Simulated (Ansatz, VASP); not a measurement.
**HgTe: VASP beside Ansatz**

Contents of POSCAR:

```
HgTe
1.0
    0.0000000000      2.9215000000      2.9215000000
    2.9215000000      0.0000000000      2.9215000000
    2.9215000000      2.9215000000      0.0000000000
Hg Te
1 1
Direct
    0.0000000000      0.0000000000      0.0000000000
    0.5000000000      0.5000000000      0.5000000000
```

Contents of INCAR.step1:

```
SYSTEM = HgTe
  ALGO = Normal
  EDIFF = 1E-4
  ENCUT = 520
  GGA = PE
  ISMEAR = -1
  LASPH = .True.
  LCHARG = .False.
  LREAL = .False.
  LWAVE = .True.
  NBANDS = 16
  NELM = 100
  PREC = Accurate
  SIGMA = 0.08
```

The input INCAR.step2:

```
SYSTEM = HgTe
  ALGO = Normal
  EDIFF = 1E-8
  ENCUT = 520
  ISIF = 2
  ISMEAR = -1
  ISTART = 1
  LASPH = .True.
  LCHARG = .False.
  LEFG = .True.
  LMIXTAU = .True.
  LREAL = .False.
  LWAVE = .False.
  METAGGA = R2SCAN
  NBANDS = 16
  NELM = 100
  PREC = Accurate
  SIGMA = 0.08
```

The input KPOINTS:

```
k-points
0
Gamma
  12 12 12
  0 0 0
```

Input for Ansatz:

```yaml
crystal:
  lattice:
    - [0.0, 2.9215, 2.9215]
    - [2.9215, 0.0, 2.9215]
    - [2.9215, 2.9215, 0.0]
  atoms:
    - { symbol: Hg, position: [0.0, 0.0, 0.0] }
    - { symbol: Te, position: [0.5, 0.5, 0.5] }
kpoints:
  mp_grid: { grid: [12, 12, 12] }
  band_path:
    path:
      - [0.0, 0.0, 0.0]
      - [0.5, 0.0, 0.5]
      - [0.625, 0.25, 0.625]
      - [0.375, 0.375, 0.75]
      - [0.0, 0.0, 0.0]
      - [0.5, 0.5, 0.5]
      - [0.5, 0.25, 0.75]
      - [0.5, 0.0, 0.5]
    npoints: 5
scf:
  occupations: { method: fermi_dirac, width: 0.08 }
hamiltonian:
  xc: r2scan
  pseudopotentials: { kind: paw }
output:
  forces: true
  stress: true
  eigenvalues: true
  efg: { contact_densities: true }
  write_density: true
  write_potential: true
  elf: true
  volumetric_format: npy
```

Alike in both runs: task electric field gradients; functional r2SCAN; k mesh 12 × 12 × 12; occupations fermi-dirac, width 0.08 eV; no spin polarisation.

```csv
,VASP,Ansatz
version,VASP 6.6.1,Ansatz 0.2.0
potentials or method,"VASP PAW PBE potentials, release 64 (Hg, Te)","PAW with Ansatz's default frozen-core files, scalar-relativistic"
plane-wave cutoff (eV),520,500
valence electrons in the cell,18,36
```

Ansatz gave:

```
pressure (GPa)                                                 : 9.3
Vzz of the field gradient on the site that differs most (V/Å²) : 0.0
```

Question: What did VASP give for the same quantities?

Answer: Pressure (GPa): 9.6; Vzz of the field gradient on the site that differs most (V/Å²): 0.0.

The two sets of potentials don't hold the same shells in valence. Ansatz warned: «gradients_without_spin_orbit».

Caveats: the PAW data sets were made with another functional, which shifts forces and pressure a little (VASP). The runs have no spin-orbit coupling, so splittings on Hg, Te are missing.
